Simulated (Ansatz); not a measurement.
Crystal: Re.

```
Re
1.0
     2.76080    0.00000    0.00000
    -1.38040    2.39092    0.00000
     0.00000    0.00000    4.45820
Re
2
Direct
  0.66667 0.33333 0.75000
  0.33333 0.66667 0.25000
```

```yaml
Program: Ansatz 0.2.0
Task: relaxation of cell and atoms
Functional: PBE
Potentials_or_basis: Ansatz PAW
Cutoff: "420 eV (not typed: the program's choice for these potentials)"
k_mesh: 11 × 11 × 6
Occupations: fermi-dirac, width 0.05 eV
Spin: no spin polarisation
```

At the start: volume 14.71 Å³/atom.

Question: Where does the relaxation end?

Answer: It ends after 4 steps and the volume is 14.95 Å³/atom (+1.6 %); space group P6_3/mmc (No. 194, to 0.05 Å).

Step by step:
| step | energy change (eV) | largest force (eV/Å) | volume (Å³) |
| --- | --- | --- | --- |
| 1 | 0.0000 | 0.0000 | 29.43 |
| 2 | -0.0082 | 0.0000 | 29.93 |
| 3 | -0.0083 | 0.0000 | 29.90 |
| 4 | -0.0087 | 0.0000 | 29.90 |

Final structure:
```
Re
1.0
     2.77478    0.00000    0.00000
    -1.38739    2.40303    0.00000
     0.00000    0.00000    4.48450
Re
2
Cartesian
  1.3874 0.8010 3.3634
  0.0000 1.6020 1.1211
```

Caveat: the plane-wave basis is chosen anew once the cell has moved, so the energies of steps on either side of that aren't comparable.
